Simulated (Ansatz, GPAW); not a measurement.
This is a calculation of Mo for Ansatz 0.2.0. 

File input.yaml:

```yaml
crystal:
  lattice:
    - [-1.5838089719, 1.5838089719, 1.5838089719]
    - [1.5838089719, -1.5838089719, 1.5838089719]
    - [1.5838089719, 1.5838089719, -1.5838089719]
  atoms:
    - { symbol: Mo, position: [0.0, 0.0, 0.0] }
kpoints:
  mp_grid: { grid: [12, 12, 12] }
scf:
  occupations: { method: gaussian, width: 0.026 }
hamiltonian:
  xc: pbe
  pseudopotentials: { kind: all_electron, lapw: { basis_error: 0.001 } }
output:
  forces: true
  stress: true
  eigenvalues: true
```

Potentials or basis: all-electron LAPW, scalar-relativistic.

Command:

```bash
$ ansatz run input.yaml --threads 1 --pin off --max-ram 3072MiB --backend cpu --events-out ev --progress --plain --runs-dir out
```

What does the same run look like in GPAW 26.7.0 (ASE script)? Potentials or basis there: GPAW PAW data sets (gpaw-data 1.2.1), cutoff 600 eV.

As run (cutoffs and basis follow the program's own potentials, and thresholds, step limits or extra output files can differ):

run.py

```python
from ase.dft.bandgap import bandgap
from ase.io import read, write
from ase.units import GPa
from gpaw import GPAW, PW

atoms = read('POSCAR')

calc = GPAW(mode=PW(600),
            xc='PBE',
            kpts={'size': (12, 12, 12), 'gamma': True},
            occupations={'name': 'methfessel-paxton', 'order': 0, 'width': 0.026000000000000002},
            nbands=16,
            convergence={'density': 1e-05, 'energy': 1e-05},
            maxiter=150,
            txt='gpaw.txt')
atoms.calc = calc
energy = atoms.get_potential_energy()
forces = atoms.get_forces()
stress = atoms.get_stress()
calc.write('gs.gpw')
write('result.traj', atoms)
print(f'Energy: {energy:.6f} eV')
print('Forces (eV/A):')
print(forces.round(4))
print('Stress (GPa):', (stress / GPa).round(3))
print('Fermi level:', round(calc.get_fermi_level(), 4), 'eV')
print(f'Gap: {bandgap(calc)[0]:.4f} eV, direct: {bandgap(calc, direct=True)[0]:.4f} eV')
```

POSCAR

```
Mo
1.0
   -1.5838089719      1.5838089719      1.5838089719
    1.5838089719     -1.5838089719      1.5838089719
    1.5838089719      1.5838089719     -1.5838089719
Mo
1
Direct
    0.0000000000      0.0000000000      0.0000000000
```

Potentials or basis: GPAW PAW data sets (gpaw-data 1.2.1), pw.

Run with:

```sh
$ OMP_NUM_THREADS=1 python run.py
```

Both were run:

|  | Ansatz | GPAW |
| --- | --- | --- |
| Pressure | -1.9 GPa | -2.3 GPa |

Where Ansatz's input types no cutoff or centring, it takes its own default and a Γ-centred mesh.

Pressure is positive in compression.
